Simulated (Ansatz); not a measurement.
**H in Mg**

These are results of DFT r2SCAN, scalar-relativistic, plane waves, PAW (Ansatz 0.2.0), not measurements.

Plane waves to 500 eV, a k mesh through Γ of 12×12×4 on the computed 4-atom cell and Gaussian smearing (0.10 eV); no spin polarisation for the host; each changed cell takes a mesh and smearing chosen by its own gap and starts from the host's moments or customary ones, or runs without spin. Cells and atoms are relaxed to the nearest stationary point that keeps the symmetry of their start (forces under 0.02 to 0.04 eV/Å, stress under 0.1 to 0.2 GPa); energies are at zero smearing, without zero-point or thermal terms.

Relaxed host (gap on the mesh 0 eV):

```yaml
crystal:
  lattice:
    - [3.18804, 0.00000, 0.00000]
    - [-1.59402, 2.76093, 0.00000]
    - [0.00000, 0.00000, 10.27199]
  atoms:
    - { symbol: Mg, position: [0.00000, 0.00000, 0.00000] }
    - { symbol: Mg, position: [0.33333, 0.66667, 0.25000] }
    - { symbol: Mg, position: [0.00000, 0.00000, 0.50000] }
    - { symbol: Mg, position: [0.66667, 0.33333, 0.75000] }
```

Cases: (1) 4 H in a 1×1×1 repeat of the cell, at (0.333 0.667 0.861), (0.667 0.333 0.139), (0.667 0.333 0.361), (0.333 0.667 0.639) in fractions of that repeat, 2.17 Å from the nearest atom of the relaxed host; (2) 4 H in a 1×1×1 repeat of the cell, at (0.000 0.000 0.806), (0.000 0.000 0.194), (0.000 0.000 0.306), (0.000 0.000 0.694) in fractions of that repeat, 1.93 Å from the nearest atom of the relaxed host; (3) 1 H in a 1×2×1 repeat of the cell, at (0.333 0.333 0.861) in fractions of that repeat, 2.17 Å from the nearest atom of the relaxed host; (4) 1 H in a 1×2×1 repeat of the cell, at (0.000 0.000 0.806) in fractions of that repeat, 1.93 Å from the nearest atom of the relaxed host.

The table gives the energy per H taken from half an H2 molecule (negative: uptake is favourable), the swelling and the final surroundings.

| case | formula | energy per H (eV) | ΔV (%) | principal strains (%) | nearest host atoms of the first H |
| --- | --- | --- | --- | --- | --- |
| 1 | MgH | 0.01 | +36.8 | +49.5 -4.3 -4.3 | 3 (Mg) from 1.98 Å |
| 2 | MgH | 0.17 | +14.0 | +23.3 -3.9 -3.9 | 4 (Mg) from 2.07 Å |
| 3 | Mg8H | 0.36 | +0.3 | +0.7 +0.1 -0.5 | 6 (Mg) from 2.22 Å |
| 4 | Mg8H | 0.20 | +1.9 | +2.0 +0.5 -0.6 | 4 (Mg) from 1.97 Å |

Each ion keeps what symmetry its start has, so a lower place off a symmetric site can be missed, above all for H.

Relaxed structure of case 1, the lowest per ion:

```cif
data_structure
_symmetry_space_group_name_H-M 'P6_3/mmc'
_symmetry_Int_Tables_number 194
_cell_length_a 3.0494
_cell_length_b 3.0494
_cell_length_c 15.3535
_cell_angle_alpha 90.000
_cell_angle_beta 90.000
_cell_angle_gamma 120.000
_cell_volume 123.64
loop_
_atom_site_label
_atom_site_type_symbol
_atom_site_symmetry_multiplicity
_atom_site_Wyckoff_symbol
_atom_site_fract_x
_atom_site_fract_y
_atom_site_fract_z
_atom_site_occupancy
Mg1 Mg 2 a 0.00000 0.00000 0.00000 1
Mg2 Mg 2 c 0.33333 0.66667 0.25000 1
H1 H 4 f 0.33333 0.66667 0.94131 1
```

In MgH a bond of the host changes by more than 0.6 Å or the volume by a third: the framework has rearranged or swollen or shrunk strongly, and the figure may no longer describe a topotactic step.

Cost: 5 runs of about 22 core-minutes in all, on AMD EPYC 7B13 (Zen 3) (shared hosts).